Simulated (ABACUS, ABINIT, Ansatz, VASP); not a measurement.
## PtSe: programs and potentials compared

```xyz
2
Lattice="0.0000 3.0374 3.0374 3.0374 0.0000 3.0374 3.0374 3.0374 0.0000" Properties=species:S:1:pos:R:3 pbc="T T T"
Pt    0.0000    0.0000    0.0000
Se    1.5187    1.5187    1.5187
```

The cell comes from a database or a generator and needn't be the stable form of this composition.

Alike in all runs: task single point; functional PBE; k mesh 8 × 8 × 8; occupations fermi-dirac, width 0.05 eV; no spin polarisation; no spin-orbit coupling. A missing gap at this level doesn't show that the real crystal is a metal. Pressure is positive in compression and, in plane waves, holds the error of the finite cutoff, which Ansatz's Pulay term estimates and takes out.

```tsv
program and potentials	plane-wave cutoff (eV)	notes	band gap (eV)	pressure (GPa)
Ansatz, Ansatz PAW (earlier soft set)	420	17 valence electrons an atom on average; Pulay term of +0.03 GPa included	no gap	-11.12
ABACUS, PseudoDojo NC SR 0.4.1 PBE standard, plane waves	1184	17 valence electrons an atom on average	no gap	-11.16
VASP, PBE PAW files Pt, Se, 520 eV	520	8 valence electrons an atom on average	no gap	-11.14
ABINIT, JTH PAW PBE v2.0	435	8 valence electrons an atom on average	no gap	-10.94
```

None finds a gap. The pressure spans -11.16 (ABACUS, PseudoDojo NC SR 0.4.1 PBE standard, plane waves) to -10.94 GPa (ABINIT, JTH PAW PBE v2.0). The cell lies far from this level's equilibrium.

Differences between rows come from potentials, basis sets and numerical settings, since the functional is the same but for its coding. Runs on potential files found faulty are left out.
